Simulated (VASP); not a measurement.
A run of VASP 6.6.1 is set up as follows.

The input POSCAR:

```
AlRu
1.0
    2.9916000000      0.0000000000      0.0000000000
    0.0000000000      2.9916000000      0.0000000000
    0.0000000000      0.0000000000      2.9916000000
Ru Al
1 1
Direct
    0.5000000000      0.5000000000      0.5000000000
    0.0000000000      0.0000000000      0.0000000000
```

The input INCAR.step1:

```
ALGO = Normal
EDIFF = 1E-7
ENCUT = 600
GGA = PE
ISIF = 2
ISMEAR = -1
LASPH = T
LCHARG = T
LMAXMIX = 4
LREAL = F
LWAVE = F
NBANDS = 16
NELM = 80
PREC = Accurate
SIGMA = 0.05
```

KPOINTS.step1

```
k-points
0
Gamma
  9 9 9
```

File INCAR.step2:

```
ALGO = Normal
EDIFF = 1E-7
ENCUT = 600
GGA = PE
ICHARG = 11
ISIF = 2
ISMEAR = 0
LASPH = T
LCHARG = F
LMAXMIX = 4
LREAL = F
LWAVE = F
NBANDS = 16
NELM = 80
PREC = Accurate
SIGMA = 0.05
```

Contents of KPOINTS.step2:

```
path GXMGRX,MR
15
line-mode
reciprocal
 0.0000000000  0.0000000000  0.0000000000  G
 0.0000000000  0.5000000000  0.0000000000  X

 0.0000000000  0.5000000000  0.0000000000  X
 0.5000000000  0.5000000000  0.0000000000  M

 0.5000000000  0.5000000000  0.0000000000  M
 0.0000000000  0.0000000000  0.0000000000  G

 0.0000000000  0.0000000000  0.0000000000  G
 0.5000000000  0.5000000000  0.5000000000  R

 0.5000000000  0.5000000000  0.5000000000  R
 0.0000000000  0.5000000000  0.0000000000  X

 0.5000000000  0.5000000000  0.0000000000  M
 0.5000000000  0.5000000000  0.5000000000  R
```

Potentials or basis: VASP PAW PBE potentials, release 64 (Ru_pv, Al).

Command:

```bash
$ cat potpaw_PBE.64/Ru_pv/POTCAR potpaw_PBE.64/Al/POTCAR > POTCAR
$ cp INCAR.step1 INCAR
$ cp KPOINTS.step1 KPOINTS
$ mpirun -np 1 vasp_std > vasp.out
$ cp INCAR.step2 INCAR
$ cp KPOINTS.step2 KPOINTS
$ mpirun -np 1 vasp_std > vasp.out
```

Question: Estimate the band gap along the path.

Answer: None (metal or under the smearing width).

Levels at the corners of the path, in eV from the Fermi level:
```tsv
point	band 6	band 7	band 8	band 9	band 10	band 11
Γ	-3.49	0.24	0.24	0.24	6.16	6.16
X	-2.69	-1.54	-1.54	0.49	2.36	7.53
X	-2.69	-1.54	-1.54	0.49	2.36	7.53
M	-1.28	-1.28	-1.10	-1.10	1.60	5.39
M	-1.28	-1.28	-1.10	-1.10	1.60	5.39
Γ	-3.49	0.24	0.24	0.24	6.16	6.16
Γ	-3.49	0.24	0.24	0.24	6.16	6.16
R	-4.56	1.69	1.69	2.66	4.22	4.22
R	-4.56	1.69	1.69	2.66	4.22	4.22
X	-2.69	-1.54	-1.54	0.49	2.36	7.53
M	-1.28	-1.28	-1.10	-1.10	1.60	5.39
R	-4.56	1.69	1.69	2.66	4.22	4.22
```

Caveat: the log is that of the step along the path at fixed density, whose energy, stress, charges and moments have no meaning.
